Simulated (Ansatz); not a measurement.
## Sb under changes of volume

One of the cells (26.213 Å³/atom); the others are scaled copies at fixed shape and fractional positions:

```xyz
1
Lattice="-1.8713 1.8713 1.8713 1.8713 -1.8713 1.8713 1.8713 1.8713 -1.8713" Properties=species:S:1:pos:R:3 pbc="T T T"
Sb    0.0000    0.0000    0.0000
```

This isn't the form of Sb at room conditions, which is rhombohedral.

- Program: Ansatz 0.2.0
- Functional: LDA
- Potentials or basis: Ansatz PAW
- Cutoff: 420 eV (not typed: the program's choice for these potentials)
- k mesh: 10 × 10 × 10
- Occupations: fermi-dirac, width 0.05 eV
- Spin: no spin polarisation

```tsv
volume (Å³/atom)	energy over the lowest point (meV/atom)	pressure (GPa)
24.640	11.16	3.3
25.165	2.94	1.7
25.689	0.00	0.1
26.213	1.79	-1.2
26.737	7.87	-2.5
27.262	?	?
27.786	31.17	-4.6
```

Question: What does the run at 27.262 Å³/atom give?

Answer: Energy over the lowest point 17.79 meV/atom; pressure -3.6 GPa.

Worked out: A Birch-Murnaghan fit of order 3 (a polynomial in V^(-2/3)) to the other rows has its minimum at 25.74 Å³/atom with B0 = V·E''(V) = 70 GPa and B' = 4.2. It gives 17.79 meV/atom at 27.262 Å³/atom, against the run's 17.79, and -dE/dV = -3.6 GPa, against -3.6.

Energies are extrapolated to zero smearing.

Caveats: the PAW data sets come from PBE, with cores solved anew for the run's functional, which leaves a small shift of forces and pressure.
